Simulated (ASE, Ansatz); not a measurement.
# Twisted 1T-TiS2 bilayer, 87.80° (78 atoms): support functions against a reference, part 2 of 2

Aim: test how closely localised support functions follow the reference on twisted 1T-TiS2 bilayer, 87.80° (78 atoms), and at what cost. A setting counts as converged where the r.m.s. difference of forces stays under 1 % of the r.m.s. force.

Ansatz 0.2.0; Kohn-Sham DFT, PBEsol, PAW (set soft_2), plane waves.

The cell: 26 Ti and 52 S. The functional has no dispersion term. Beside vacuum, support functions can miss their usual error bounds without a warning. The main run has no spin polarisation. The Brillouin zone is sampled at Γ only, in a cell whose shortest periodic width is 11 Å.

So far. Step 2 (Plane-wave single point): Mean Löwdin charges: S -0.31, Ti +0.78 e (they miss 0.67 % of the electrons, so they add up to more than the cell's charge). Just under the Fermi level the largest share is S p (94 % of the projected weight), just over it Ti d (82 % of the projected weight).

## 3. Local order (continued)

The surroundings of Ti37, picked at random, nearest first, numbered as they follow in the input and with coordinates relative to it.

| atom | x | y | z | distance (Å) | bonds | Löwdin charge (e) | Fx | Fy | Fz (eV/Å) |
| --- | --- | --- | --- | --- | --- | --- | --- | --- | --- |
| Ti37 | 0.00 | 0.00 | 0.00 | 0.00 | 6 | 0.78 | 0.019 | 0.171 | 0.077 |
| S39 | 1.89 | 0.53 | -1.41 | 2.42 | 3 | -0.31 | -0.003 | 0.014 | 0.275 |
| S27 | -0.47 | -1.92 | -1.42 | 2.43 | 3 | -0.30 | -0.007 | -0.071 | 0.268 |
| S38 | 0.48 | 1.90 | 1.44 | 2.43 | 3 | -0.31 | -0.024 | -0.091 | -0.362 |
| S30 | -1.42 | 1.37 | -1.43 | 2.44 | 3 | -0.31 | 0.077 | -0.106 | 0.352 |
| S35 | 1.43 | -1.37 | 1.43 | 2.44 | 3 | -0.31 | -0.086 | -0.052 | -0.208 |
| S26 | -1.90 | -0.56 | 1.44 | 2.45 | 3 | -0.30 | 0.108 | -0.038 | -0.447 |
| Ti1 | -0.96 | 3.26 | 0.00 | 3.40 | 6 | 0.78 | -0.009 | 0.161 | 0.028 |
| Ti28 | -3.31 | 0.80 | 0.01 | 3.40 | 6 | 0.77 | -0.134 | -0.069 | -0.050 |
| Ti25 | -2.35 | -2.47 | 0.01 | 3.41 | 6 | 0.78 | -0.048 | 0.105 | 0.063 |
| Ti34 | 0.94 | -3.28 | 0.01 | 3.41 | 6 | 0.78 | -0.021 | -0.013 | -0.024 |
| Ti7 | 3.31 | -0.83 | 0.02 | 3.41 | 6 | 0.78 | 0.028 | 0.056 | -0.063 |
| Ti10 | 2.37 | 2.46 | 0.01 | 3.41 | 6 | 0.78 | -0.043 | 0.001 | -0.120 |

The column of bonds counts only the pairs S-Ti within 3.10 Å; other neighbours, such as metal atoms beside each other in a compound, aren't counted, and periodic images can show an atom twice.

## 4. Support functions medium

The cell is solved in localised support functions.

This step: Kohn-Sham DFT, PBEsol, PAW (set soft_2), localised support functions (medium) (Ansatz 0.2.0).

Input file input.yaml:

```yaml
crystal:
  lattice:
    - [12.2949, 0.0, 0.0]
    - [-6.14745, 10.6477, 0.0]
    - [0.0, 0.0, 20.86]
  atoms:
    [... the 78 atom lines of step 2 ...]
kpoints:
  mp_grid: { grid: [1, 1, 1] }
hamiltonian:
  xc: pbesol
scf:
  occupations: { method: fermi_dirac, width: 0.05 }
  eigensolver: { kind: { support_functions: { accuracy: medium } } }
  mixing: { beta: 0.4 }
  max_iter: 150
output:
  forces: true
```

Run with:

```bash
> ansatz run input.yaml --threads 32 --pin off --max-ram 143360MiB --backend cuda --events-out ev --progress --plain --runs-dir out
```

Numbers of over 12 decimals in the logs are rounded to 6 here.

The log of the run:

```text
Warning: scf.eigensolver.kind.support_functions: disabling space-group detection — the functions' gradient is summed over unrotated k-points, so no spatial operation reduces the k-mesh or symmetrises the density; time reversal is kept, so that k and −k are solved as one point where they differ and the mesh holds both, and exact exchange and, on two spinor components, a DFT+U term hold to it where the run has them: [...]
settings of this run that can trade accuracy for cost: scf.eigensolver.kind.support_functions [...]
[...]
GPU FFT provider: cuFFT
GPU libraries: cuBLAS 13.8.1, cuFFT 12.4.0, cuSOLVER 12.3.2
[...]
Crystal: 78 atoms, lattice volume = 2730.833 Å³
Basis set: ecut = 420 eV, 53451 PW (Γ), exchange–correlation on 180×180×288 points (8 copies of the dense FFT grid, shifted against one another)
Bands: 375, of which v1, the nominal top of the filled ones, is band 312 counted from 1 (311 counted from 0)
Symmetry: 1 space group operations
k-points: 1
[...]
GPU buffer pool allocated for 1166400 grid points (all kernels)
[...]
SCF iter   1: F=—  HF=-110439.948021 eV  |F-HF|=—  |Δ(HF+E_count)|=         —  Δρ=4.84e-2  dr2=8.81e1  ethr=1.00e-1
[...]
SCF iter  20: F=—  HF=-110437.865909 eV  |F-HF|=—  |Δ(HF+E_count)|=   1.65e-3  Δρ=8.68e-6  dr2=2.28e-6  ethr=3.31e-9  κ⁻¹=2.2e-5(r=7)
SCF iter  21: F=-110437.866691 eV  HF=-110437.866535 eV  |F-HF|=1.56e-4  |Δ(HF+E_count)|=   6.26e-4  Δρ=5.24e-6  dr2=9.75e-7  ethr=3.65e-10
SCF 1 converged in 21 iterations: F = -110437.877726 eV  dr2 = 9.75e-7
[...]
SCF converged after 21 iterations
Stability not checked: this state was not tested for a lower state beside it, because the mixer in use, unlike msr1, does not test its closes by its own steps (another_mixer; see scf.mixing.algorithm and scf.lower_state_search)
Free energy (F): -110437.877726 eV
[...]
Internal energy: -110437.687679 eV  (E = F + TS)
E sigma→0 (E₀):  -110437.782702 eV
Entropy (-TS):   -0.190047 eV (-2.437 meV/atom)
Fermi energy:    1.791570 eV
[...]
Σ components = -110437.877726   (vs F -110437.877726, Δ=0.00e0)
--- Forces (eV/Å), atoms counted from 1 ---
[... 78 lines of forces left out ...]
  max |Σ_I F_I| component: 1.94e-3 eV/Å
--- Band table (eV) ---
[... left out ...]
  guard bands above this table: 37 of the run's 375 bands (output.publish_guard_bands: true publishes all)
```

It took 3.7 s on 1 × NVIDIA GB200 with 32 threads of Arm Neoverse V2, shared host; peak memory 1.3 GiB; 15 s of CPU time.

That memory is the host's; the program planned up to 4.1 GiB on the GPU.

The program notes that the band table was not solved further than the SCF left it and it switched symmetry off. Further notices: vacuum switching off with vacuum.

Keys that differ from the reference: support_functions.accuracy = "medium", scf.max_iter = 150 and scf.mixing.beta = 0.4.

Forces differ from the reference by 0.48 meV/Å r.m.s., 0.27 % of their size, well within a tolerance of 1 %; the energy by -0.77 meV/atom. The two runs also began from different starting densities, which bears on cycles and time.

## 5. All settings compared

Each row is set against the plane-wave reference (Kohn-Sham DFT, PBEsol, PAW (set soft_2), plane waves; r.m.s. force component 0.182 eV/Å). Energies are set beside the reference only for runs with its functional, potentials and electron count. Times are for 1 × NVIDIA GB200 with 32 threads of Arm Neoverse V2, shared host. The reference's time includes the DOS, which some other runs skip.

| run | Δ force, r.m.s. (meV/Å) | share of r.m.s. force (%) | Δ energy (meV/atom) | Δ gap (eV) | cycles | time | host memory (GiB) | planned on the GPU (GiB) |
| --- | --- | --- | --- | --- | --- | --- | --- | --- |
| reference | - | - | - | - | 9 | 2.3 s | 1.6 | 6 |
| support functions medium | 0.485 | 0.267 | -0.765 | 3.0e-4 | 21 | 3.7 s | 1.3 | 4.1 |

## 6. Outcome

```json
{"free energy per atom": "-1415.8695 eV/atom", "r.m.s. force component": "0.1817 eV/Å", "spacing of highest filled and lowest empty level": "0.3207 eV", "wall time of the 2 DFT runs": "6 s"}
```

What this shows: Against plane waves at 420 eV, the forces differ by 0.48 meV/Å (0.27 %) with support functions medium. At 78 atoms the run with support functions medium takes roughly 1.6 times the time of plane waves (whose run also made extra analyses, so the like-for-like ratio is larger), in 21 SCF cycles against 9. Differences between support functions and plane waves include what basis error the plane-wave run still has.

The highest filled and lowest empty levels differ by 0.321 eV at Γ alone; the mesh holds the band edges only if they fold onto it, so the gap at this level can be narrower or closed, while semilocal functionals tend to narrow gaps against experiment. 9 levels are partly filled, by over 2 %, under the smearing. With the cutoffs above, all S atoms have 3 and all Ti atoms have 6 bonded neighbours.

**Limits.** The geometry was built by rule, was displaced at random and isn't relaxed at this level: its force components are 0.18 eV/Å r.m.s.

[Logs are printed without paths, hosts, clocks, repeated set-up lines and the standing remarks that a program may print on its own settings, such as how far it seeks lower states.]

[Hosts, paths, dates, database ids (printed as entryN), source tags and the programs' standing remarks are cut or masked in the printed files.]
